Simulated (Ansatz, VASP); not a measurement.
**One calculation of MgI2, two programs**

INCAR

```
SYSTEM = MgI2
  PREC = Accurate
  ENCUT = 520
  EDIFF = 1E-6
  ISMEAR = 0
  SIGMA = 0.05
  LREAL = .False.
  LASPH = .True.
  NELM = 100
  ALGO = Normal
  ISIF = 2
  LWAVE = .False.
  LCHARG = .False.
  GGA = PS
  NBANDS = 15
```

KPOINTS

```
regular mesh
0
Gamma
  6 6 4
  0 0 0
```

Contents of POSCAR:

```
MgI2
1.0
    4.2783111250      0.0000000000      0.0000000000
   -2.1391555625      3.7051261196      0.0000000000
    0.0000000000      0.0000000000      6.8620000000
Mg I
1 2
Direct
    0.0000000000      0.0000000000      0.0000000000
    0.3333333333      0.6666666667      0.7576300000
    0.6666666667      0.3333333333      0.2423700000
```

Input for Ansatz:

```yaml
crystal:
  lattice:
    - [4.278311125, 0.0, 0.0]
    - [-2.1391555625, 3.7051261196, 0.0]
    - [0.0, 0.0, 6.862]
  atoms:
    - { symbol: Mg, position: [0.0, 0.0, 0.0] }
    - { symbol: I, position: [0.3333333333, 0.6666666667, 0.75763] }
    - { symbol: I, position: [0.6666666667, 0.3333333333, 0.24237] }
basis:
  ecutwfc: 420
kpoints:
  mp_grid: { grid: [6, 6, 4] }
hamiltonian:
  xc: pbesol
scf:
  occupations: { method: gaussian, width: 0.05 }
output:
  forces: true
  stress: true
  eigenvalues: true
```

Change from the starting cell: strain +0.030 along x and y, +0.000 along z, atoms carried along.

Alike in both runs: task single point; functional PBEsol; k mesh 6 × 6 × 4; occupations gaussian, width 0.05 eV; no spin polarisation.

```csv
,VASP,Ansatz
version,VASP 6.6.1,Ansatz 0.2.0
potentials or method,"VASP PAW PBE potentials, release 64 (Mg, I)","scalar-relativistic, plane waves, PAW"
plane-wave cutoff (eV),520,420
valence electrons in the cell,16,44
```

|  | VASP | Ansatz | Ansatz less VASP |
| --- | --- | --- | --- |
| gap on the k mesh at the Fermi level (eV) | 3.17 | 3.18 | +0.011 |
| least direct gap on the mesh (eV) | 3.17 | 3.18 | +0.011 |
| pressure (GPa) | -1.8 | -1.7 | +0.03 |
| largest component of the traceless stress (GPa) | 0.78 | 0.78 | -0.003 |
| rms of the force components (eV/Å) | 0.109 | 0.106 | -0.0028 |

Atom by atom the forces differ by 0.003 eV/Å (rms over components). The functional is the same, so the differences come from potentials, cutoffs and numerics. The two sets of potentials don't hold the same shells in valence.

Caveats: the PAW data sets were made with another functional, which shifts forces and pressure a little (VASP); spin-orbit coupling is left out, which moves the levels of the heavy elements; this functional lacks dispersion, which binds the layers, so the pressure and a relaxed spacing across them are unreliable. A k mesh can miss the band edges.
